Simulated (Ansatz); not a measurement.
Space group P4_2/mnm (No. 136). a = 4.584 Å, b = 4.584 Å, c = 2.838 Å, α = 90.00°, β = 90.00°, γ = 90.00°
```
atom site symmetry x y z
   V    2b m.mm  0.0000  0.0000  0.5000
   O    4g m.2m  0.3000  0.3000  0.5000
```

Equation of state of this VO2 structure (not necessarily the ground state), with shape and atoms relaxed at each volume where symmetry leaves them free. It has no gap at any of these volumes. The calculation used Ansatz 0.2.0, DFT PBE, scalar-relativistic, plane waves, PAW.

Plane waves to 420 eV, a k mesh through Γ of 8×8×12 on the computed 6-atom cell and Gaussian smearing (0.10 eV); collinear spin.

```json
{"V (Å³/atom)": "9.044", "E − E(largest V) (meV/atom)": "12.56", "P (GPa)": "26.83"}
{"V (Å³/atom)": "9.342", "E − E(largest V) (meV/atom)": "-27.25", "P (GPa)": "16.31"}
{"V (Å³/atom)": "9.640", "E − E(largest V) (meV/atom)": "-49.04", "P (GPa)": "7.43"}
{"V (Å³/atom)": "9.938", "E − E(largest V) (meV/atom)": "-55.65", "P (GPa)": "0.01"}
{"V (Å³/atom)": "10.237", "E − E(largest V) (meV/atom)": "-49.71", "P (GPa)": "-6.10"}
{"V (Å³/atom)": "10.535", "E − E(largest V) (meV/atom)": "-33.58", "P (GPa)": "-10.98"}
{"V (Å³/atom)": "10.932", "E − E(largest V) (meV/atom)": "0.00", "P (GPa)": "-15.60"}
```

Fit a third-order Birch–Murnaghan equation to E(V).

V0 = 9.94 Å³/atom, B0 = 221 GPa, B0' = 5.7.

Moments started parallel, and an antiferromagnetic order may lie lower.

Cost: 7 runs of about 23 core-minutes in all, on Arm Neoverse V1 (shared hosts).